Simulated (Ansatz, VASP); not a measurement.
One calculation of Au, two programs

Contents of INCAR:

```
SYSTEM = Au
ALGO     = Normal         ! electronic algorithm
EDIFF    = 1E-6           ! SCF threshold, eV
ENCUT    = 520            ! plane-wave cutoff, eV
GGA      = PE             ! functional
ISIF     = 2              ! what is computed and relaxed
ISMEAR   = -1             ! smearing method
LASPH    = .TRUE.         ! aspherical terms in the spheres
LCHARG   = .FALSE.        ! write CHGCAR
LREAL    = .FALSE.        ! projectors in reciprocal space
LWAVE    = .FALSE.        ! write WAVECAR
NBANDS   = 18             ! bands
NELM     = 100            ! most SCF steps
PREC     = Accurate       ! precision mode
SIGMA    = 0.05           ! smearing width, eV
```

KPOINTS

```
k-points
0
G
  12 12 12
  0 0 0
```

The input POSCAR:

```
Au
1.0
    0.0000000000      2.9529237319      2.9529237319
    2.9529237319      0.0000000000      2.9529237319
    2.9529237319      2.9529237319      0.0000000000
Au
2
Direct
   -0.1250000000     -0.1250000000     -0.1250000000
    0.1250000000      0.1250000000      0.1250000000
```

Input for Ansatz:

```yaml
crystal:
  lattice:
    - [0.0, 2.9529237319, 2.9529237319]
    - [2.9529237319, 0.0, 2.9529237319]
    - [2.9529237319, 2.9529237319, 0.0]
  atoms:
    - { symbol: Au, position: [-0.125, -0.125, -0.125] }
    - { symbol: Au, position: [0.125, 0.125, 0.125] }
kpoints:
  mp_grid: { grid: [12, 12, 12] }
scf:
  occupations: { method: fermi_dirac, width: 0.05 }
hamiltonian:
  xc: pbe
  pseudopotentials: { kind: all_electron, lapw: { basis_error: 0.001 } }
output:
  forces: true
  stress: true
  eigenvalues: true
  populations: true
```

Change from the starting cell: volume scaled by 0.88, LAPW.

Alike in both runs: task single point; functional PBE; k mesh 12 × 12 × 12; occupations fermi-dirac, width 0.05 eV; no spin polarisation.

```csv
,VASP,Ansatz
version,VASP 6.6.1,Ansatz 0.2.0
potentials or method,"VASP PAW PBE potentials, release 64 (Au)","all-electron LAPW, scalar-relativistic"
plane-wave cutoff (eV),520,see its input
```

VASP gave:

- pressure (GPa): 9.6

**Question.** Estimate Ansatz's values.

**Answer.** Pressure (GPa): 9.8.

Ansatz ran all-electron here, so the differences hold the error of VASP's frozen core and of both bases.

Spin-orbit coupling is left out, which matters for the levels of Au.
